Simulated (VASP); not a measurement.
# Al2Cu (Khatyrkite) (I4/mcm) in VASP: equation of state

Aim: energy against volume of Al2Cu (Khatyrkite) in PBEsol, for its equilibrium volume and stiffness.

Everything below comes from runs of VASP 6.6.1. Logs are shortened: lines on timing, memory, paths and dates and some standing lists are left out, and cuts for length are marked.

### 1 The structure

The structure is tetragonal, space group I4/mcm (No. 140). Conventional cell: a = 6.067 Å, b = 6.067 Å, c = 4.877 Å, α = 90.00°, β = 90.00°, γ = 90.00°. Cu (site symmetry 422) has 2 Cu at 2.44 Å and 8 Al at 2.59 Å as nearest neighbours. Around Al (site symmetry m2m) lie 4 Cu at 2.59 Å and 3 Al at 2.71 to 2.90 Å.

### 2 Equation of state, PBEsol, 14.06 Å³/atom (volume scaled by 0.94)

Contents of INCAR:

```
PREC = Accurate ; ENCUT = 520
EDIFF = 1E-7 ; ISMEAR = -1
SIGMA = 0.05 ; LREAL = False
LASPH = True ; NELM = 100
ALGO = Normal ; ISIF = 2
LWAVE = False ; LCHARG = False
GGA = PS ; NBANDS = 26
KPAR = 2
```

Contents of KPOINTS:

```
Automatic mesh
0
Gamma
  7 7 7
```

Contents of POSCAR:

```
Al2Cu
1.0
   -2.9715744608      2.9715744608      2.3887207261
    2.9715744608     -2.9715744608      2.3887207261
    2.9715744608      2.9715744608     -2.3887207261
Cu Al
2 4
Direct
    0.2500000000      0.2500000000      0.0000000000
    0.7500000000      0.7500000000      0.0000000000
    0.3419000000      0.1581000000      0.5000000000
    0.8419000000      0.3419000000      0.1838000000
    0.6581000000      0.8419000000      0.5000000000
    0.1581000000      0.6581000000      0.8162000000
```

Potentials or basis: VASP PAW PBE potentials, release 64 (Cu, Al).

Launch:

```bash
> cat potpaw_PBE.64/Cu/POTCAR potpaw_PBE.64/Al/POTCAR > POTCAR
> mpirun -np 2 vasp_std > vasp.out
```

OUTCAR:

```text
PREC = Accurate
   ENCUT = 520
   EDIFF = 1E-7
   ISMEAR = -1
   LREAL = False
   LASPH = True
   NELM = 100
   ISIF = 2
   GGA = PS

 Found     40 irreducible k-points:

 Following reciprocal coordinates:
            Coordinates               Weight
  0.000000  0.000000  0.000000      1.000000
  0.142857  0.000000  0.000000      8.000000
  0.285714  0.000000 -0.000000      8.000000
  0.428571  0.000000 -0.000000      8.000000
  0.142857  0.142857  0.000000      8.000000
  0.285714  0.142857 -0.000000     16.000000
   k-points           NKPTS =     40   k-points in BZ     NKDIM =     40   number of bands    NBANDS=     26
   number of dos      NEDOS =    301   number of ions     NIONS =      6
   total plane-waves  NPLWV =  46656
   dimension x,y,z NGX =    36 NGY =   36 NGZ =   36
   dimension x,y,z NGXF=    72 NGYF=   72 NGZF=   72
   ions per type =               2   4
   NGX,Y,Z   is equivalent  to a cutoff of  12.38, 12.38, 12.38 a.u.
   NGXF,Y,Z  is equivalent  to a cutoff of  24.76, 24.76, 24.76 a.u.
 SYSTEM =  unknown system
   PREC   = accura    normal or accurate (medium, high low for compatibility)
   ISTART =      0    job   : 0-new  1-cont  2-samecut
   ICHARG =      2    charge: 1-file 2-atom 10-const
   ISPIN  =      1    spin polarized calculation?
   LNONCOLLINEAR =      F non collinear calculations
   LSORBIT =      F    spin-orbit coupling
   LASPH  =      T    aspherical Exc in radial PAW
   ENCUT  =  520.0 eV  38.22 Ry    6.18 a.u.   8.99  8.99  8.99*2*pi/ulx,y,z
   NELM   =    100;   NELMIN=  2; NELMDL= -5     # of ELM steps
   EDIFF  = 0.1E-06   stopping-criterion for ELM
   LREAL  =      F    real-space projection
   EDIFFG = 0.1E-05   stopping-criterion for IOM
   NSW    =      0    number of steps for IOM
   IBRION =     -1    ionic relax: 0-MD 1-quasi-New 2-CG
   NFREE  =      0    steps in history (QN), initial steepest desc. (CG)
   ISIF   =      2    stress and relaxation
   ISYM   =      2    0-nonsym 1-usesym 2-fastsym
   POTIM  = 0.5000    time-step for ionic-motion
   TEBEG  =    0.0;   TEEND  =   0.0 temperature during run
   PSTRESS=    0.0 pullay stress
   NELECT =      34.0000    total number of electrons
   NUPDOWN=      -1.0000    fix difference up-down
   EMIN   =  10.00;   EMAX   =-10.00  energy-range for DOS
   EFERMI =   0.00;   METHOD = LEGACY
   ISMEAR =    -1;   SIGMA  =   0.05  broadening in eV -4-tet -1-fermi 0-gaus
   EFERMI_NEDOS =   21; number of points for ismear=-14 and -15
   IALGO  =     38    algorithm
   IMIX   =      4    mixing-type and parameters
     AMIX     =   0.40;   BMIX     =  1.00
     AMIX_MAG =   1.60;   BMIX_MAG =  1.00
  volume/ion in A,a.u.               =      14.06        94.90
  Fermi-wavevector in a.u.,A,eV,Ry     =   1.209210  2.285075 19.894275  1.462188
  Thomas-Fermi vector in A             =   2.344794
   LORBIT       =      0    0 simple, 1 ext, 2 COOP (PROOUT), +10 PAW based schemes
   GGA     = PS    functional components
   LHFCALC =     F    Hartree Fock is set to
   AEXX    =    0.0000 exact exchange contribution
   IVDW    =     0    specifies the selected vdW correction
   LEPSILON=     F    determine dielectric tensor
   LRPA    =     F    only Hartree local field effects (RPA)
 non-spin polarized calculation
  energy-cutoff  :      520.00
  volume of cell :       84.37
 maximum number of plane-waves:      2286
   NGX = 17   NGY = 17   NGZ = 17

 number of electron      34.0000041 magnetization

 Free energy of the ion-electron system (eV)
  ---------------------------------------------------
  ext. energy  EPLUGINS =         0.00000000
  ---------------------------------------------------
  free energy    TOTEN  =       -25.99066430 eV

  energy without entropy =      -25.98129813  energy(sigma->0) =      -25.98598122

 E-fermi :   8.6332     XC(G=0): -11.1961

 val. band max:        8.5182951022   @ k =   0.0000   0.0000   0.0000
 cond. band min:       8.6470463052   @ k =  -0.2857  -0.4286   0.2857
 fundamental gap:      0.1287512030
 Fermi energy:         8.6332272461

 k-point     1 :       0.0000    0.0000    0.0000
  band No.  band energies     occupation
      1      -2.6271      2.00000
      2       2.9551      2.00000
      3       3.1410      2.00000
      4       3.1410      2.00000
      5       3.1447      2.00000
      6       4.1063      2.00000
[... 18 lines left out ...]
     25      13.9928      0.00000
     26      14.6104      0.00000

 k-point     2 :       0.1429    0.0000    0.0000
  band No.  band energies     occupation
      1      -2.4052      2.00000
      2       2.9402      2.00000
      3       3.0781      2.00000
      4       3.1333      2.00000
      5       3.1971      2.00000
      6       4.0668      2.00000
[... 18 lines left out ...]
     25      14.2434      0.00000
     26      14.9519      0.00000

 k-point     3 :       0.2857    0.0000   -0.0000
  band No.  band energies     occupation
      1      -1.7449      2.00000
      2       2.3429      2.00000
      3       2.9245      2.00000
      4       3.1029      2.00000
      5       3.3177      2.00000
      6       3.9076      2.00000
[... 18 lines left out ...]
     25      15.2143      0.00000
     26      15.3413      0.00000

 k-point     4 :       0.4286    0.0000   -0.0000
  band No.  band energies     occupation
      1      -0.6664      2.00000
      2       0.7754      2.00000
      3       2.9576      2.00000
      4       3.0363      2.00000
      5       3.4340      2.00000
      6       3.6451      2.00000
[... 18 lines left out ...]
     25      15.5021      0.00000
     26      15.8182      0.00000

 k-point     5 :       0.1429    0.1429    0.0000
  band No.  band energies     occupation
      1      -1.9164      2.00000
      2       2.7646      2.00000
      3       2.9346      2.00000
      4       2.9526      2.00000
      5       3.4945      2.00000
      6       3.8297      2.00000
[... 18 lines left out ...]
     25      14.3301      0.00000
     26      16.1389      0.00000

 k-point     6 :       0.2857    0.1429   -0.0000
  band No.  band energies     occupation
      1      -1.0010      2.00000
      2       1.5194      2.00000
      3       2.4298      2.00000
      4       2.9238      2.00000
      5       3.6800      2.00000
      6       3.8323      2.00000
[... 18 lines left out ...]
     25      15.0271      0.00000
     26      15.9671      0.00000

 [... further k-points ...]

------------------------ aborting loop because EDIFF is reached ----------------------------------------

  FORCE on cell =-STRESS in cart. coord.  units (eV):
  Direction    XX          YY          ZZ          XY          YZ          ZX
  --------------------------------------------------------------------------------------
  -------------------------------------------------------------------------------------
  Total        1.7328614      1.7328614      1.9861577      0.0000000      0.0000000      0.0000000
  in kB       32.9060540     32.9060540     37.7160061      0.0000000      0.0000000      0.0000000
  external PRESSURE =      34.5093714 kB  Pullay stress =       0.0000000 kB

 VOLUME and BASIS-vectors are now :
 -----------------------------------------------------------------------------
  energy-cutoff  :      520.00
  volume of cell :       84.37
      direct lattice vectors                 reciprocal lattice vectors
    -2.971574461  2.971574461  2.388720726     0.000000000  0.168260970  0.209317060
     2.971574461 -2.971574461  2.388720726     0.168260970  0.000000000  0.209317060
     2.971574461  2.971574461 -2.388720726     0.168260970  0.168260970  0.000000000

 POSITION                                       TOTAL-FORCE (eV/Angst)
 -----------------------------------------------------------------------------------
      0.00000      0.00000      1.19436         0.000000     -0.000000     -0.000000
      0.00000      0.00000      3.58308         0.000000     -0.000000     -0.000000
      0.93961      2.03196      0.00000         0.023840     -0.023840      0.000000
     -0.93961      2.03196      2.38872        -0.023840     -0.023840     -0.000000
      2.03196      0.93961      2.38872        -0.023840      0.023840     -0.000000
      3.91119      0.93961     -0.00000         0.023840      0.023840      0.000000
 -----------------------------------------------------------------------------------
    total drift:                                0.000000      0.000000      0.000000

  FREE ENERGIE OF THE ION-ELECTRON SYSTEM (eV)
  ---------------------------------------------------
  free  energy   TOTEN  =       -25.9906643048 eV

  energy  without entropy=      -25.9812981301  energy(sigma->0) =      -25.98598122
```

It took 57 s on 2 MPI ranks of Intel Xeon Platinum 8259CL at 2.50GHz (Skylake/Cascade Lake), shared host; peak memory 0.23 GiB.

Results:

```
Free energy            : -25.9907 eV
Pressure               : 3.5 GPa
Largest force          : 0.034 eV/Å
Band gap on the k mesh : none (metal or under the smearing width)
```

Caveat: the PAW data sets were made with another functional, which shifts forces and pressure a little.

### 3 Equation of state, PBEsol, 14.36 Å³/atom (volume scaled by 0.96)

INCAR is that of step 2.

KPOINTS is that of step 2.

Edit POSCAR of step 2 so:

```diff
@@ -2,5 +2,5 @@
 1.0
-   -2.9715744608      2.9715744608      2.3887207261
-    2.9715744608     -2.9715744608      2.3887207261
-    2.9715744608      2.9715744608     -2.3887207261
+   -2.9925017310      2.9925017310      2.4055432573
+    2.9925017310     -2.9925017310      2.4055432573
+    2.9925017310      2.9925017310     -2.4055432573
 Cu Al
```

Potentials or basis: VASP PAW PBE potentials, release 64 (Cu, Al).

Launch:

```bash
> cat potpaw_PBE.64/Cu/POTCAR potpaw_PBE.64/Al/POTCAR > POTCAR
> mpirun -np 2 vasp_std > vasp.out
```

Run time: 55 s. Hardware: 2 MPI ranks of Intel Xeon Platinum 8259CL at 2.50GHz (Skylake/Cascade Lake), shared host; peak memory 0.24 GiB.

It converged, with:

* Free energy: -26.0161 eV
* Pressure: 0.9 GPa
* Largest force: 0.046 eV/Å
* Band gap on the k mesh: none (metal or under the smearing width)

Caveat: the PAW data sets were made with another functional, which shifts forces and pressure a little.

### 4 Equation of state, PBEsol, 14.66 Å³/atom (volume scaled by 0.98)

INCAR is that of step 3.

KPOINTS is that of step 3.

Edit POSCAR of step 3 so:

```diff
@@ -2,5 +2,5 @@
 1.0
-   -2.9925017310      2.9925017310      2.4055432573
-    2.9925017310     -2.9925017310      2.4055432573
-    2.9925017310      2.9925017310     -2.4055432573
+   -3.0131403261      3.0131403261      2.4221337351
+    3.0131403261     -3.0131403261      2.4221337351
+    3.0131403261      3.0131403261     -2.4221337351
 Cu Al
```

Launch:

```bash
> cat potpaw_PBE.64/Cu/POTCAR potpaw_PBE.64/Al/POTCAR > POTCAR
> mpirun -np 2 vasp_std > vasp.out
```

Wall time 61 s (2 MPI ranks of Intel Xeon Platinum 8259CL at 2.50GHz (Skylake/Cascade Lake), shared host); peak memory 0.24 GiB.

The run converged. Its results:

```yaml
Free_energy: -26.0151 eV
Pressure: -1.2 GPa
Largest_force: 0.056 eV/Å
Band_gap_on_the_k_mesh: none (metal or under the smearing width)
```

Caveat: the PAW data sets were made with another functional, which shifts forces and pressure a little.

### 5 Equation of state, PBEsol, 15.26 Å³/atom (volume scaled by 1.02)

INCAR is that of step 4.

KPOINTS is that of step 4.

Edit POSCAR of step 4 so:

```diff
@@ -2,5 +2,5 @@
 1.0
-   -3.0131403261      3.0131403261      2.4221337351
-    3.0131403261     -3.0131403261      2.4221337351
-    3.0131403261      3.0131403261     -2.4221337351
+   -3.0535899895      3.0535899895      2.4546494773
+    3.0535899895     -3.0535899895      2.4546494773
+    3.0535899895      3.0535899895     -2.4546494773
 Cu Al
```

Potentials or basis: VASP PAW PBE potentials, release 64 (Cu, Al).

Launch:

```bash
> cat potpaw_PBE.64/Cu/POTCAR potpaw_PBE.64/Al/POTCAR > POTCAR
> mpirun -np 2 vasp_std > vasp.out
```

OUTCAR:

```text
PREC = Accurate
   ENCUT = 520
   EDIFF = 1E-7
   ISMEAR = -1
   LREAL = False
   LASPH = True
   NELM = 100
   ISIF = 2
   GGA = PS

 Found     40 irreducible k-points:

 Following reciprocal coordinates:
            Coordinates               Weight
  0.000000  0.000000  0.000000      1.000000
  0.142857  0.000000  0.000000      8.000000
  0.285714 -0.000000  0.000000      8.000000
  0.428571  0.000000 -0.000000      8.000000
  0.142857  0.142857 -0.000000      8.000000
[... 256 lines left out ...]
  -------------------------------------------------------------------------------------
  Total       -2.8804858     -2.8804858     -2.7908794      0.0000000      0.0000000      0.0000000
  in kB      -50.4086893    -50.4086893    -48.8405705      0.0000000      0.0000000      0.0000000
  external PRESSURE =     -49.8859831 kB  Pullay stress =       0.0000000 kB

 VOLUME and BASIS-vectors are now :
 -----------------------------------------------------------------------------
  energy-cutoff  :      520.00
  volume of cell :       91.55
      direct lattice vectors                 reciprocal lattice vectors
    -3.053589989  3.053589989  2.454649477     0.000000000  0.163741695  0.203695071
     3.053589989 -3.053589989  2.454649477     0.163741695  0.000000000  0.203695071
     3.053589989  3.053589989 -2.454649477     0.163741695  0.163741695  0.000000000

 POSITION                                       TOTAL-FORCE (eV/Angst)
 -----------------------------------------------------------------------------------
      0.00000      0.00000      1.22732         0.000000     -0.000000      0.000000
      0.00000      0.00000      3.68197         0.000000     -0.000000      0.000000
      0.96555      2.08804      0.00000         0.052422     -0.052422      0.000000
     -0.96555      2.08804      2.45465        -0.052422     -0.052422      0.000000
      2.08804      0.96555      2.45465        -0.052422      0.052422      0.000000
      4.01914      0.96555     -0.00000         0.052422      0.052422     -0.000000
 -----------------------------------------------------------------------------------
    total drift:                               -0.000000     -0.000000      0.000000

  FREE ENERGIE OF THE ION-ELECTRON SYSTEM (eV)
  ---------------------------------------------------
  free  energy   TOTEN  =       -25.9443774150 eV

  energy  without entropy=      -25.9347088865  energy(sigma->0) =      -25.93954315
```

Run time: 1.7 min. Hardware: 2 MPI ranks of Intel Xeon Platinum 8259CL at 2.50GHz (Skylake/Cascade Lake), shared host; peak memory 0.26 GiB.

Results:

```
Free energy            : -25.9444 eV
Pressure               : -5.0 GPa
Largest force          : 0.074 eV/Å
Band gap on the k mesh : none (metal or under the smearing width)
```

Caveat: the PAW data sets were made with another functional, which shifts forces and pressure a little.

### 6 Equation of state, PBEsol, 15.56 Å³/atom (volume scaled by 1.04)

INCAR is that of step 5.

KPOINTS is that of step 5.

Edit POSCAR of step 5 so:

```diff
@@ -2,5 +2,5 @@
 1.0
-   -3.0535899895      3.0535899895      2.4546494773
-    3.0535899895     -3.0535899895      2.4546494773
-    3.0535899895      3.0535899895     -2.4546494773
+   -3.0734190515      3.0734190515      2.4705892062
+    3.0734190515     -3.0734190515      2.4705892062
+    3.0734190515      3.0734190515     -2.4705892062
 Cu Al
```

Potentials or basis: VASP PAW PBE potentials, release 64 (Cu, Al).

Launch:

```bash
> cat potpaw_PBE.64/Cu/POTCAR potpaw_PBE.64/Al/POTCAR > POTCAR
> mpirun -np 2 vasp_std > vasp.out
```

Run time: 93 s. Hardware: 2 MPI ranks of Intel Xeon Platinum 8259CL at 2.50GHz (Skylake/Cascade Lake), shared host; peak memory 0.27 GiB.

The run converged. Its results:

```yaml
Free_energy: -25.8796 eV
Pressure: -6.6 GPa
Largest_force: 0.082 eV/Å
Band_gap_on_the_k_mesh: none (metal or under the smearing width)
```

Caveat: the PAW data sets were made with another functional, which shifts forces and pressure a little.

### 7 Equation of state, PBEsol, 15.86 Å³/atom (volume scaled by 1.06)

INCAR is that of step 6.

KPOINTS is that of step 6.

Edit POSCAR of step 6 so:

```diff
@@ -2,5 +2,5 @@
 1.0
-   -3.0734190515      3.0734190515      2.4705892062
-    3.0734190515     -3.0734190515      2.4705892062
-    3.0734190515      3.0734190515     -2.4705892062
+   -3.0929954968      3.0929954968      2.4863258675
+    3.0929954968     -3.0929954968      2.4863258675
+    3.0929954968      3.0929954968     -2.4863258675
 Cu Al
```

Launch:

```bash
> cat potpaw_PBE.64/Cu/POTCAR potpaw_PBE.64/Al/POTCAR > POTCAR
> mpirun -np 2 vasp_std > vasp.out
```

Wall time 100 s (2 MPI ranks of Intel Xeon Platinum 8259CL at 2.50GHz (Skylake/Cascade Lake), shared host); peak memory 0.27 GiB.

The run converged. Its results:

| Item | Value |
| --- | --- |
| Free energy | -25.7979 eV |
| Pressure | -8.0 GPa |
| Largest force | 0.089 eV/Å |
| Band gap on the k mesh | none (metal or under the smearing width) |

Caveat: the PAW data sets were made with another functional, which shifts forces and pressure a little.

### 8 Equation of state, PBEsol

Potentials or basis: VASP PAW PBE potentials, release 64 (Cu, Al).

No new run: the results of the series are fitted here.

Results:

```
Equilibrium volume                        : 14.50 Å³/atom
Bulk modulus at fixed shape and positions : 109 GPa
Pressure derivative of the bulk modulus   : 4.5
```

Energy against volume, from the lowest point:
| volume (Å³/atom) | energy (meV/atom) |
| --- | --- |
| 14.062 | 4.25 |
| 14.361 | 0.00 |
| 14.660 | 0.18 |
| 14.960 | 4.31 |
| 15.259 | 11.96 |
| 15.558 | 22.76 |
| 15.857 | 36.38 |

Caveat: the cell was scaled at fixed shape and fractional positions, which overstates the stiffness of a crystal with free parameters, most of all of layers and chains; the PAW data sets were made with another functional, which shifts forces and pressure a little.
